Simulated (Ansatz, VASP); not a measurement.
# GaAs: VASP beside Ansatz

Wanted: the spread between two codes on one cell, functional and k mesh. The cell is taken from a series of VASP runs on this material, whose earlier steps may have relaxed, scaled or displaced it; both programs get it as it stands.

Program: Ansatz 0.2.0. Level of theory: plane waves, with VASP 6.6.1 beside it; relaxation of cell and atoms at r2SCAN with rVV10. Results are calculated unless marked as measured.

## 1. Starting point

The structure is cubic, space group F-43m (No. 216). The conventional cell has a = 5.649 Å, b = 5.649 Å, c = 5.649 Å, α = 90.00°, β = 90.00°, γ = 90.00°. As has 4 Ga at 2.45 Å nearest. Nearest to Ga lie 4 As at 2.45 Å. Farther neighbours are not listed.

## 2. VASP: relaxation of cell and atoms, r2SCAN with rVV10

The relaxed volume is the usual yardstick between codes: its relative difference is about their pressure difference at one cell divided by the bulk modulus.

Lines of VASP's logs that name or quote its potential files are left out, and so is its time.

File INCAR:

```
SYSTEM = GaAs
PREC = Accurate
ENCUT = 450
EDIFF = 1E-06
NELM = 100
ISMEAR = 0
SIGMA = 0.03
LREAL = .FALSE.
ALGO = Normal
METAGGA = R2SCAN
LUSE_VDW = .TRUE.
IVDW_NL = 2
BPARAM = 11.95
CPARAM = 0.0093
LASPH = .TRUE.
NBANDS = 15
LORBIT = 11
LWAVE = .FALSE.
LCHARG = .FALSE.
KPAR = 4
IBRION = 2
NSW = 50
ISIF = 3
EDIFFG = -0.006
```

File POSCAR:

```
GaAs
1.0
    0.0000000000      2.8245425014      2.8245425014
    2.8245425014      0.0000000000      2.8245425014
    2.8245425014      2.8245425014      0.0000000000
As Ga
1 1
Direct
    0.7500000000      0.7500000000      0.7500000000
    0.0000000000      0.0000000000      0.0000000000
```

File KPOINTS:

```
Automatic mesh
0
Gamma
6 6 6
0 0 0
```

The projector-augmented-wave data sets are As and Ga_d (PBE family, release 64).

On the command line:

```bash
$ mpirun -np 4 vasp_std
```

Numbers of over 12 decimals in the logs are rounded to 6 here.

What it wrote:

```text
[banner, memory and clock lines left out]
running    4 mpi-ranks, on    1 nodes
 distrk:  each k-point on    1 cores,    4 groups
 distr:  one band on    1 cores,    1 groups

 POSCAR found type information on POSCAR AsGa
 POSCAR found :  2 types and       2 ions
|                                                                             |
|               ----> ADVICE to this user running VASP <----                  |
|                                                                             |
|     You have switched on vdW-DFT.                                           |
|     This routine was written and supplied by Jiri Klimes. We recommend      |
|     that you carefully read and cite the following publications:            |
|       J. Klimes, D.R. Bowler, A. Michelides                                 |
|          J. Phys.: Cond Matt. 22 022201 (2010)                              |
|       J. Klimes, D.R. Bowler, A. Michelides                                 |
|          Phys. Rev. B. 83, 195131 (2011)                                    |
|     and references therein.                                                 |
|                                                                             |

|                                                                             |
|               ----> ADVICE to this user running VASP <----                  |
|                                                                             |
|     You enforced a specific xc type in the INCAR file but a different       |
|     [... a line on the potential file left out ...]
|     I HOPE YOU KNOW WHAT YOU ARE DOING!                                     |
|                                                                             |

 LDA part: xc-table for (None), standard interpolation
 POSCAR, INCAR and KPOINTS ok, starting setup
 FFT: planning ... GRIDC
 FFT: planning ... GRID_SOFT
 FFT: planning ... GRID
 WAVECAR not read
 entering main loop
       N       E                     dE             d eps       ncg     rms          rms(c)
Total rVV10 correction in eV:      0.5275670    21.2593024
Total rVV10 correction in eV:      0.5275670    21.2593024
Total rVV10 correction in eV:      0.5275670    21.2593024
Total rVV10 correction in eV:      0.5275670    21.2593024
DAV:   1     0.614969374289E+02    0.61497E+02   -0.88328E+03   496   0.157E+03
DAV:   2    -0.222318285005E+02   -0.83729E+02   -0.80144E+02   550   0.310E+02
DAV:   3    -0.284669658531E+02   -0.62351E+01   -0.62133E+01   578   0.680E+01
DAV:   4    -0.285661427313E+02   -0.99177E-01   -0.99163E-01   571   0.979E+00
DAV:   5    -0.285674670202E+02   -0.13243E-02   -0.13243E-02   592   0.102E+00    0.319E+00
Total rVV10 correction in eV:      0.5339161    21.2593008
Total rVV10 correction in eV:      0.5339161    21.2593008
Total rVV10 correction in eV:      0.5339161    21.2593008
Total rVV10 correction in eV:      0.5339161    21.2593008
DAV:   6    -0.264897265906E+02    0.20777E+01   -0.52531E-01   557   0.141E+01    0.192E+00
Total rVV10 correction in eV:      0.5438969    21.2593008
Total rVV10 correction in eV:      0.5438969    21.2593008
Total rVV10 correction in eV:      0.5438969    21.2593008
Total rVV10 correction in eV:      0.5438969    21.2593008
DAV:   7    -0.264802390805E+02    0.94875E-02   -0.16999E-01   557   0.354E+00    0.869E-01
Total rVV10 correction in eV:      0.5480400    21.2593008
Total rVV10 correction in eV:      0.5480400    21.2593008
Total rVV10 correction in eV:      0.5480400    21.2593008
Total rVV10 correction in eV:      0.5480400    21.2593008
DAV:   8    -0.264831461663E+02   -0.29071E-02   -0.81769E-03   557   0.755E-01    0.322E-01
Total rVV10 correction in eV:      0.5499832    21.2593008
Total rVV10 correction in eV:      0.5499832    21.2593008
Total rVV10 correction in eV:      0.5499832    21.2593008
Total rVV10 correction in eV:      0.5499832    21.2593008
DAV:   9    -0.264833939100E+02   -0.24774E-03   -0.13533E-03   566   0.424E-01    0.451E-02
Total rVV10 correction in eV:      0.5500976    21.2593008
Total rVV10 correction in eV:      0.5500976    21.2593008
Total rVV10 correction in eV:      0.5500976    21.2593008
Total rVV10 correction in eV:      0.5500976    21.2593008
DAV:  10    -0.264833973022E+02   -0.33922E-05   -0.11254E-04   564   0.771E-02    0.232E-02
Total rVV10 correction in eV:      0.5503808    21.2593008
Total rVV10 correction in eV:      0.5503808    21.2593008
Total rVV10 correction in eV:      0.5503808    21.2593008
Total rVV10 correction in eV:      0.5503808    21.2593008
DAV:  11    -0.264833911587E+02    0.61435E-05   -0.12310E-05   585   0.271E-02    0.242E-03
Total rVV10 correction in eV:      0.5503815    21.2593008
Total rVV10 correction in eV:      0.5503815    21.2593008
Total rVV10 correction in eV:      0.5503815    21.2593008
Total rVV10 correction in eV:      0.5503815    21.2593008
DAV:  12    -0.264833903186E+02    0.84015E-06   -0.38830E-07   457   0.962E-03
Total rVV10 correction in eV:      0.5503774    21.2593008
Total rVV10 correction in eV:      0.5503774    21.2593008
Total rVV10 correction in eV:      0.5503774    21.2593008
Total rVV10 correction in eV:      0.5503774    21.2593008
Total rVV10 correction in eV:      0.5503807    21.2593008
Total rVV10 correction in eV:      0.5503807    21.2593008
Total rVV10 correction in eV:      0.5503807    21.2593008
Total rVV10 correction in eV:      0.5503807    21.2593008
   1 F= -.26483390E+02 E0= -.26483390E+02  d E =-.264834E+02
 curvature:   0.00 expect dE= 0.000E+00 dE for cont linesearch  0.000E+00
 trial: gam= 0.00000 g(F)=  0.642E-43 g(S)=  0.859E-06 ort = 0.000E+00 (trialstep = 0.100E+01)
 search vector abs. value=  0.859E-06
 reached required accuracy - stopping structural energy minimisation
```

OUTCAR, selected parts (step 2):

```text
ion  position               nearest neighbor table
   1  0.750  0.750  0.750-   2 2.45   2 2.45   2 2.45   2 2.45
   2  0.000  0.000  0.000-   1 2.45   1 2.45   1 2.45   1 2.45

  LATTYP: Found a face centered cubic cell.
 ALAT       =     5.6490850028

 Subroutine GETGRP returns: Found 24 space group operations
 (whereof 24 operations were pure point group operations)

The static configuration has the point symmetry T_d .

 Found     16 irreducible k-points:

   k-points           NKPTS =     16   k-points in BZ     NKDIM =     16   number of bands    NBANDS=     15

   dimension x,y,z NGX =    28 NGY =   28 NGZ =   28
   dimension x,y,z NGXF=    56 NGYF=   56 NGZF=   56

   ENCUT  =  450.0 eV  33.07 Ry    5.75 a.u.   6.91  6.91  6.91*2*pi/ulx,y,z

   NELECT =      18.0000    total number of electrons

 k-points in reciprocal lattice and weights: Automatic mesh
   0.00000000  0.00000000  0.00000000       0.005
   0.16666667  0.00000000  0.00000000       0.037
   0.33333333  0.00000000  0.00000000       0.037
   0.50000000  0.00000000  0.00000000       0.019
   0.16666667  0.16666667  0.00000000       0.028
   0.33333333  0.16666667  0.00000000       0.111
   0.50000000  0.16666667  0.00000000       0.111
  -0.33333333  0.16666667  0.00000000       0.111
  -0.16666667  0.16666667  0.00000000       0.056
[...]
-0.33333333  0.33333333  0.16666667       0.111
  -0.33333333  0.50000000  0.16666667       0.056

 average (electrostatic) potential at core
       1 -54.8936       2 -71.2277

 E-fermi :   3.9011

 k-point     1 :       0.0000    0.0000    0.0000
  band No.  band energies     occupation
    ...
      5     -11.4445      2.00000
      6      -9.5361      2.00000
      7       3.7008      2.00000
      8       3.7008      2.00000
      9       3.7008      2.00000
     10       4.7021      0.00000
     11       7.7230      0.00000
     12       7.7231      0.00000
     13       7.7231      0.00000
     14      11.8537      0.00000
    ...

 k-point     2 :       0.1667    0.0000    0.0000
  band No.  band energies     occupation
    ...
      5     -11.4447      2.00000
      6      -9.1963      2.00000
      7       0.9948      2.00000
      8       3.3059      2.00000
      9       3.3059      2.00000
     10       5.7085      0.00000
     11       8.2944      0.00000
     12       8.2945      0.00000
     13       8.7781      0.00000
     14      13.2260      0.00000
    ...

 k-point     3 :       0.3333    0.0000    0.0000
  band No.  band energies     occupation
    ...
      5     -11.4428      2.00000
      6      -8.3216      2.00000
      7      -1.8175      2.00000
      8       2.7348      2.00000
      9       2.7349      2.00000
     10       5.2648      0.00000
     11       8.7270      0.00000
     12       8.7271      0.00000
     13      11.4496      0.00000
     14      13.0254      0.00000
    ...

  Total        0.0034460      0.0034460      0.0034460     -0.0000000      0.0000000      0.0000000
  in kB        0.1225039      0.1225039      0.1225039     -0.0000000      0.0000000      0.0000000
  external PRESSURE =       0.1225039 kB  Pullay stress =       0.0000000 kB

  energy-cutoff  :      450.00
  volume of cell :       45.07
      direct lattice vectors                 reciprocal lattice vectors
     0.000000000  2.824542501  2.824542501    -0.177019818  0.177019818  0.177019818
     2.824542501  0.000000000  2.824542501     0.177019818 -0.177019818  0.177019818
     2.824542501  2.824542501  0.000000000     0.177019818  0.177019818 -0.177019818

 POSITION                                       TOTAL-FORCE (eV/Angst)
 -----------------------------------------------------------------------------------
      4.23681      4.23681      4.23681         0.000000      0.000000      0.000000
      0.00000      0.00000      0.00000        -0.000000     -0.000000     -0.000000
 -----------------------------------------------------------------------------------
    total drift:                                0.000012      0.000012      0.000012

  FREE ENERGIE OF THE ION-ELECTRON SYSTEM (eV)
  ---------------------------------------------------
  free  energy   TOTEN  =       -26.4833903186 eV

  energy  without entropy=      -26.4833903186  energy(sigma->0) =      -26.48339032

 reached required accuracy - stopping structural energy minimisation

 total charge
# of ion       s       p       d       tot
------------------------------------------
    1        1.200   1.642   0.032   2.874
    2        0.843   0.799  10.000  11.642
--------------------------------------------------
tot          2.043   2.441  10.032  14.516

[... 3 further parts left out ...]
```

## 3. Ansatz: relaxation of cell and atoms, r2SCAN with rVV10

Ansatz runs on its default PAW (the set named soft_2) files.

The same cell, functional, mesh and smearing now go to Ansatz, which takes its cutoff from its data sets.

File input.yaml:

```yaml
crystal:
  lattice:
    - [0.0, 2.8245425014, 2.8245425014]
    - [2.8245425014, 0.0, 2.8245425014]
    - [2.8245425014, 2.8245425014, 0.0]
  atoms:
    - { symbol: As, position: [0.75, 0.75, 0.75] }
    - { symbol: Ga, position: [0.0, 0.0, 0.0] }
hamiltonian:
  xc: r2scan
  pseudopotentials: { kind: paw }
  dispersion: rvv10
kpoints:
  mp_grid: { grid: [6, 6, 6] }
scf:
  occupations: { method: gaussian, width: 0.03 }
relax:
  f_tol: 0.01
  max_steps: 60
  cell: { stress_tol: 0.05 }
output:
  forces: true
  stress: true
```

On the command line:

```bash
$ ansatz run input.yaml --threads 4 --pin off --max-ram 9216MiB --backend cpu --events-out ev --progress --plain --runs-dir out
```

What it wrote:

```text
Engine: ansatz 0.2.0, aarch64-unknown-linux-gnu
Pseudopotentials: kind: paw
Pseudopotential: As, paw, valence charge 15, recommended cutoff 500 eV (meta_gga), As.paw.azcp
Pseudopotential: Ga, paw, valence charge 13, recommended cutoff 500 eV (meta_gga), Ga.paw.azcp
Functional definition: r2SCAN+rVV10
  parameter k0 = 0.174
  parameter k1 = 0.065
  parameter a1 = 4.9479
  exchange = r2scan_x(k0 = k0, k1 = k1, a1 = a1)
  correlation = r2scan_c + rvv10(11.95, 0.0093)
Crystal: 2 atoms, lattice volume = 45.069 Å³
Basis set: ecut = 500 eV, 1139 PW (Γ), exchange–correlation on 144×144×144 points (64 copies of the dense FFT grid, shifted against one another)
Bands: 18, of which v1, the nominal top of the filled ones, is band 14 counted from 1 (13 counted from 0)
Symmetry: 24 space group operations
Space group: F-43m (ITA 216), of the structure as read, at distance tolerance 3.6e-5 Å
k-points: 16 of 216 (time reversal used)
Non-local potential: As, projectors of the file, l = 0: 2, l = 1: 2, l = 2: 3, l = 3: 1
Non-local potential: Ga, projectors of the file, l = 0: 2, l = 1: 2, l = 2: 3, l = 3: 1
PAW form: soft (Blöchl's): semilocal exchange-correlation on the pseudo side does not see the compensation charge
rVV10 density: all electrons in the spheres
PAW frozen core: As, regenerated for the run's functional (the file was generated under x = pbe(κ = 0.804, μ = 0.219515), c = pbe(β = 0.066725))
PAW frozen core: Ga, regenerated for the run's functional (the file was generated under x = pbe(κ = 0.804, μ = 0.219515), c = pbe(β = 0.066725))
PAW one-centre angular grid: As, 590 points (default); XC on 160 Gauss nodes
PAW one-centre angular grid: Ga, 590 points (default); XC on 160 Gauss nodes
Initial density: superposition of atomic densities (neutral atoms: chi_scale 0, normalization atom), corrected by the library's trained network
Initial wavefunctions: pseudopotential atomic-orbital guess
Functional: x = r2scan, c = r2scan + rvv10(b = 11.95, C = 0.0093); τ floored in thin density (d = 2e-4 eV/Å³)
SCF iter   1: F=—  HF=-8653.285240 eV  |F-HF|=—  |Δ(HF+E_count)|=         —  Δρ=7.92e-3  dr2=1.03e-2  dr2_τ=4.43e-3  ethr=1.77e-3  ⟨swp⟩=5.9  Hψ=1380  notcnv=0
preconditioner: auto → none  [insulator: Δε(μ)=0.952 eV  Ē_g=16.303 eV  σ=0.030 eV  W_gap=1.00  n_scr=14 (ndim 8)  ℏωp=23.5 eV  f_vac=0.087  D(μ)=0.00/eV (n_scr^D=0)  ε∞_Penn≈3.1]
SCF iter   2: F=—  HF=-8653.296076 eV  |F-HF|=—  |Δ(HF+E_count)|=   1.08e-2  Δρ=1.79e-3  dr2=1.57e-3  dr2_τ=3.25e-5  ethr=3.67e-5  ⟨swp⟩=2.1  Hψ=706  notcnv=0
SCF iter   3: F=—  HF=-8653.295726 eV  |F-HF|=—  |Δ(HF+E_count)|=   3.50e-4  Δρ=1.60e-3  dr2=4.28e-4  dr2_τ=3.73e-6  ethr=5.62e-6  ⟨swp⟩=2.0  Hψ=496  notcnv=0
SCF iter   4: F=—  HF=-8653.295901 eV  |F-HF|=—  |Δ(HF+E_count)|=   1.76e-4  Δρ=3.43e-4  dr2=2.87e-5  dr2_τ=4.83e-7  ethr=1.53e-6  ⟨swp⟩=2.9  Hψ=530  notcnv=0
SCF iter   5: F=—  HF=-8653.295891 eV  |F-HF|=—  |Δ(HF+E_count)|=   1.06e-5  Δρ=5.60e-5  dr2=1.39e-6  dr2_τ=1.67e-8  ethr=1.02e-7  ⟨swp⟩=2.0  Hψ=512  notcnv=0
SCF iter   6: F=-8653.295890 eV  HF=-8653.295890 eV  |F-HF|=8.78e-9  |Δ(HF+E_count)|=   3.82e-7  Δρ=1.36e-5  dr2=7.12e-8  dr2_τ=2.33e-9  ethr=3.57e-10  ⟨swp⟩=3.0  Hψ=1158  notcnv=0
SCF 1 converged in 6 iterations: F = -8653.295890 eV  dr2 = 7.12e-8
  greatest PAW one-centre occupation: 0.999 electrons in one spin orbital (limit 2), on the As atom at site 0 (counted from 0), in its partial waves of l = 2
relax step   1: F+E_penalty+E_count = -8653.29589047 eV  Δ(F+E_penalty+E_count) = +0.000e0 eV  max|allowed force component| = 1.278e-16 eV/Å  Δτ_max = 0.0000 Å  P = -0.125 GPa  Ω = 45.069 Å³  (6 SCF iters, dr2 threshold 1.00e-7 eV, accepted)
[...]
relax step   2: F+E_penalty+E_count = -8653.29593519 eV  Δ(F+E_penalty+E_count) = -4.471e-5 eV  max|allowed force component| = 3.123e-17 eV/Å  Δτ_max = 0.0000 Å  P = -0.015 GPa  Ω = 45.003 Å³  energy of the carried Pulay correction = +1.592e-5 eV  (4 SCF iters, dr2 threshold 3.91e-8 eV, accepted)
[...]
relax step   3: F+E_penalty+E_count = -8653.29591943 eV  Δ(F+E_penalty+E_count) = +1.576e-5 eV  max|allowed force component| = 4.369e-17 eV/Å  Δτ_max = 0.0000 Å  P = -0.016 GPa  Ω = 45.003 Å³  stress off target by 1.57e-2 GPa  SCF on the basis re-selected at this cell (its energy is not comparable with the rows above)  (4 SCF iters)
basis re-selected at this cell: Δ(F+E_penalty+E_count) = +1.576e-5 eV, ΔP = -0.000 GPa vs the last step (what re-selecting the basis moved, of the pressure what is left beyond the Pulay correction that the steps carried, after the strain that the cell walked since its last selection, with what the two solves' SCF thresholds leave and, on support functions, any second-order correction that the steps lacked; it is no m [...]
SCF converged after 4 iterations
Free energy (F): -8653.295919 eV
Harris-Foulkes:  -8653.295919 eV  (|F-HF|=2.36e-11)
Internal energy: -8653.295919 eV  (E = F + TS)
E sigma→0 (E₀):  -8653.295919 eV
Fermi energy:    8.500813 eV
--- Per-component energies (eV) ---
  E_band       = -329.806921
  E_kinetic    = 218.635450
  E_local      = -3912.805940  (includes V_loc(G=0)·N_el)
  E_nonlocal   = -242.877622
  E_hartree    = 1974.375538
  E_xc         = -134.183438
  E_vxc        = -143.227373  (∫ρ·V_xc dr)
  E_paw        = -3852.085592  (= ΣΔE_a)
  E_vpaw       = -205.786657  (= ΣTr[D̂ρ^β])
  E_aug_tail   = -0.000016  (compensation charges beyond the density's cutoff)
  E_vtau       = 7.504010  (kinetic-family band-sum trace: ∫τ·v_τ [+ j·A + Jᵃ·Aᵃ] dr)
  E_ewald      = -2702.243821
  E_core_change = -2.110478  (= ΣΔE_core)
  E_smearing   = -0.000000  (= −TS)
  E_closure    = 0.000000  (closes the sum)
  Σ components = -8653.295919   (vs F -8653.295919, Δ=0.00e0)
--- Forces (eV/Å), atoms counted from 1 ---
  atom   1  As     0.00000000    -0.00000000    -0.00000000
  atom   2  Ga    -0.00000000     0.00000000     0.00000000
  max |Σ_I F_I| component: 8.38e-17 eV/Å
--- Stress (GPa, compression-positive) ---
       -0.015745       0.000000       0.000000
        0.000000      -0.015745       0.000000
        0.000000       0.000000      -0.015745
  P = ⅓ Tr σ = -0.0157 GPa (-0.157 kbar)
--- Relaxed structure (2 steps of the walk, 2 accepted, 1 SCFs on fresh bases) ---
  F+E_penalty+E_count = -8653.29591943 eV   max|allowed force component| = 4.369e-17 eV/Å   (the final SCF, on the basis selected at the relaxed cell)
  cell:  # Å, volume = 45.0030 Å³
    - [0, 2.823172, 2.823172]
    - [2.823172, 0, 2.823172]
    - [2.823172, 2.823172, 0]
  atoms:
    - { symbol: As, position: [0.75, 0.75, 0.75] }
    - { symbol: Ga, position: [0, 0, 0] }
```

It took 4.9 s on 4 threads of Arm Neoverse V2, shared host; peak memory 0.55 GiB; 17 s of CPU time.

## 4. Side by side

Known differences besides the potentials themselves: VASP keeps PBE cores, Ansatz makes them for the functional; both relaxations stop at a tolerance, which leaves soft axes loose, and VASP keeps its plane-wave basis; the data sets hold 28 valence electrons in Ansatz (default PAW (the set named soft_2) files) and 18 in VASP; the cutoff is 500 eV in Ansatz and 450 eV in VASP; Ansatz adds a Pulay correction to the stress that steers its cell, VASP none. Total energies have different zeros and are not compared.

Compared:

```
                                         quantity  Ansatz   VASP  difference
                                      volume (Å³)   45.00  45.07     -0.15 %
edge a after relaxation, in the typed setting (Å)   3.993  3.994     -0.05 %
```

The walks stopped with -0.02 GPa left in Ansatz and 0.01 GPa in VASP; each walk ends within a tolerance, so the volume difference is uncertain by about these residues over the bulk modulus, most in soft cells.

## 5. Results

```json
{
  "difference in volume (relaxation of cell and atoms, r2SCAN with rVV10)": "-0.15 %"
}
```

In words: The difference in volume is -0.15 % (relaxation of cell and atoms, r2SCAN with rVV10), within the 1.2 % picked in this series as the mark of a large difference, as far as the stopping tolerances let one tell. 1 further run of this series is not shown here. Such differences can come from data sets, numerical settings and the points named under the comparisons, not from the functional's error against experiment.

[Lines on the potential files, build, host, timing and source positions are cut from VASP's logs without a mark.]

[Logs are printed without paths, hosts, clocks, repeated set-up lines and the standing remarks that a program may print on its own settings, such as how far it seeks lower states.]

[Hosts, paths, dates, database ids (printed as entryN), source tags and the programs' standing remarks are cut or masked in the printed files.]
